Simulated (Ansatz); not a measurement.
# WSe2: equal strain of all cell vectors

Aim: apply equal strain of all cell vectors to WSe2 from -3 to +3 %, where the shape is held and the atoms relax, and follow energy, stress and any gap.

Method: DFT PBE, scalar-relativistic, plane waves, PAW, in Ansatz 0.2.0.

3 further runs of the same task are left out: 3 set aside as unsound or not needed.

**1. The structure to begin with**

The structure is hexagonal, space group P6_3/mmc (No. 194). The conventional cell has a = 3.321 Å, b = 3.321 Å, c = 15.044 Å, α = 90.00°, β = 90.00°, γ = 120.00°. W (site symmetry -6m2) is surrounded by 6 Se at 2.55 Å. Se (site symmetry 3m) is surrounded by 3 W at 2.55 Å.

As a file:

```xyz
6
Lattice="3.3210 0.0000 0.0000 -1.6605 2.8761 0.0000 0.0000 0.0000 15.0438" Properties=species:S:1:pos:R:3 pbc="T T T"
W     1.6605    0.9587   11.2829
W     0.0000    1.9174    3.7610
Se    0.0000    1.9174   12.9609
Se    1.6605    0.9587    5.4390
Se    0.0000    1.9174    9.6048
Se    1.6605    0.9587    2.0829
```

It goes back to an entry of the Materials Project.

This cell was relaxed beforehand with the same method: volume 23.95 Å³/atom, gap on the mesh 1.46 eV.

**2. The unstrained reference**

File input.yaml:

```yaml
crystal:
  lattice:
    - [3.3209866793, 0.0, 0.0]
    - [-1.6604933396, 2.8760588299, 0.0]
    - [0.0, 0.0, 15.0438209013]
  atoms:
    - { symbol: W, position: [0.6666666667, 0.3333333333, 0.75] }
    - { symbol: W, position: [0.3333333333, 0.6666666667, 0.25] }
    - { symbol: Se, position: [0.3333333333, 0.6666666667, 0.861543119] }
    - { symbol: Se, position: [0.6666666667, 0.3333333333, 0.361543119] }
    - { symbol: Se, position: [0.3333333333, 0.6666666667, 0.638456881] }
    - { symbol: Se, position: [0.6666666667, 0.3333333333, 0.138456881] }
basis:
  ecutwfc: 420
kpoints:
  mp_grid: { grid: [12, 12, 2] }
hamiltonian:
  xc: pbe
scf:
  occupations: { method: gaussian, width: 0.02 }
output:
  forces: true
  stress: true
  eigenvalues: true
```

On the command line:

```sh
$ ansatz run input.yaml --threads 1 --pin off --max-ram 2560MiB --backend cpu --events-out ev --progress --plain --runs-dir out
```

The session goes on with these runs: the gap over the whole zone; strain -1.0 %; band edges over the zone at -1.0 %; strain +1.0 %; seeking the band edges at +1.0 %; the cell strained by -2.0 %; the gap over the whole zone at -2.0 %; At +2.0 %; band edges over the zone at +2.0 %; the cell strained by -3.0 %; the gap over the whole zone at -3.0 %; the cell strained by +3.0 %; band edges over the zone at +3.0 %.

Before running it: what results should come out? Wanted: (1/V) d²E/dε² at zero strain, cubic fit; gap shift, negative and positive side.

**Answer**, as computed:

```
                               quantity                    value
                    largest energy cost  27.8 meV/atom at -3.0 %
(1/V) d²E/dε² at zero strain, cubic fit                  386 GPa
  gap shift, negative and positive side       +84, -47 meV per %
```

The curvature of the energy, 386 GPa, is nine times the bulk modulus at fixed shape. Compression by 3 % costs 27.8 meV/atom and stretching 24.1. The gap runs from 1.19 eV at -3.0 % through 1.45 to 1.03 eV at +3.0 %. These runs have no spin-orbit coupling; with W it would split and shift bands. Layers here are held mostly by dispersion, which this level lacks, so their spacing and the stiffness across them are unreliable there.
